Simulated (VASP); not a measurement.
Wanted: the native input for a VASP 6.6.1 run.

- Task: relaxation of cell and atoms
- Functional: HSE06
- Potentials or basis: VASP PAW PBE potentials, release 64 (Cd, Te)
- Cutoff: 600 eV
- k mesh: 4 × 4 × 4
- Occupations: fermi-dirac, width 0.02 eV
- Spin: no spin polarisation
- Dipole correction: no
- Exchange at q = 0: truncated
- Grid for exact exchange (PRECFOCK): Normal
- Screening parameter: 0.2079 1/A
- Further INCAR settings: ALGO = Normal; EDIFF = 1e-06; IBRION = 2; EDIFFG = -0.005; NSW = 80; ISIF = 3

CdTe:

```xyz
2
Lattice="0.0000 3.2800 3.2800 3.2800 0.0000 3.2800 3.2800 3.2800 0.0000" Properties=species:S:1:pos:R:3 pbc="T T T"
Cd    0.0000    0.0000    0.0000
Te    1.6400    1.6400    1.6400
```

The cell was built by a generator and needn't be a form met in nature.

The input as run:

POSCAR

```
CdTe
1.0
    0.0000000000      3.2799551161      3.2799551161
    3.2799551161      0.0000000000      3.2799551161
    3.2799551161      3.2799551161      0.0000000000
Cd Te
1 1
Direct
    0.0000000000      0.0000000000      0.0000000000
    0.2500000000      0.2500000000      0.2500000000
```

INCAR.step1

```
SYSTEM = CdTe
PREC = Accurate
ENCUT = 600
EDIFF = 1E-5
ISMEAR = -1
SIGMA = 0.02
LREAL = .False.
LASPH = .True.
NELM = 100
ALGO = Normal
LWAVE = .True.
LCHARG = .False.
GGA = PE
NBANDS = 16
```

INCAR.step2

```
SYSTEM = CdTe
PREC = Accurate
ENCUT = 600
EDIFF = 1E-6
ISMEAR = -1
SIGMA = 0.02
LREAL = .False.
LASPH = .True.
NELM = 100
ALGO = Normal
ISIF = 3
LWAVE = .False.
LCHARG = .False.
GGA = PE
LHFCALC = .True.
HFSCREEN = 0.2079
PRECFOCK = Normal
IBRION = 2
NSW = 80
EDIFFG = -0.005
ISTART = 1
```

KPOINTS

```
Automatic mesh
0
Gamma
  4 4 4
  0 0 0
```

Potentials or basis: VASP PAW PBE potentials, release 64 (Cd, Te).

Launch:

```sh
$ cat potpaw_PBE.64/Cd/POTCAR potpaw_PBE.64/Te/POTCAR > POTCAR
$ cp INCAR.step1 INCAR
$ mpirun -np 1 vasp_std > vasp.out
$ cp INCAR.step2 INCAR
$ mpirun -np 1 vasp_std > vasp.out
```

Results of the run:

```
Relaxed volume                         : 35.48 Å³/atom
Relaxed cell                           : a = 4.647 Å, b = 4.647 Å, c = 4.647 Å, α = 60.00°, β = 60.00°, γ = 60.00°
Space group after relaxing (to 0.05 Å) : F-43m (No. 216)
Energy gained by relaxing              : 0.1 meV/atom
Ionic steps                            : 2
Pressure after relaxing                : 0.0 GPa
Band gap on the k mesh                 : 1.43 eV, direct
```

Caveat: the PAW data sets were made with another functional, which shifts forces and pressure a little; spin-orbit coupling is left out, which moves the levels of the heavy elements.

Run time: 11 min on 1 thread of AMD EPYC 9R45 (Zen 5), on a shared host, peak memory 0.33 GiB.
